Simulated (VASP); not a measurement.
Input of a VASP 6.6.1 run:

INCAR

```
ALGO     = Normal         # electronic algorithm
EDIFF    = 1E-6           # SCF threshold, eV
ENCUT    = 520            # plane-wave cutoff, eV
GGA      = PS             # functional
ISIF     = 2              # what is computed and relaxed
ISMEAR   = 0              # smearing method
LASPH    = T              # aspherical terms in the spheres
LCHARG   = T              # write CHGCAR
LREAL    = F              # projectors in reciprocal space
LVHAR    = T            
LWAVE    = F              # write WAVECAR
NELM     = 80             # most SCF steps
PREC     = Accurate       # precision mode
SIGMA    = 0.02           # smearing width, eV
```

Contents of KPOINTS:

```
k-points
0
Gamma
  8 8 8
```

The input POSCAR:

```
NaCl                                    
1.0
    0.0000000000      2.8014639968      2.8014639968
    2.8014639968      0.0000000000      2.8014639968
    2.8014639968      2.8014639968      0.0000000000
  Na              Cl            
     1     1
Direct
     1.0000000000000000    0.0000000000000000    1.0000000000000000
     0.5000000000000000    0.5000000000000000    0.5000000000000000
```

Potentials or basis: VASP PAW PBE potentials, release 64 (Na_pv, Cl).

Command:

```sh
$ cat potpaw_PBE.64/Na_pv/POTCAR potpaw_PBE.64/Cl/POTCAR > POTCAR
$ mpirun -np 1 vasp_std > vasp.out
```

**Question.** What does it give for the pressure?

**Answer.** 0.0 GPa.

**Question.** Estimate the band gap on the k mesh.

**Answer.** 5.00 eV, direct.

Caveat: the PAW data sets were made with another functional, which shifts forces and pressure a little. Expect the measured gap to be larger: semilocal functionals such as PBEsol lack the derivative discontinuity.
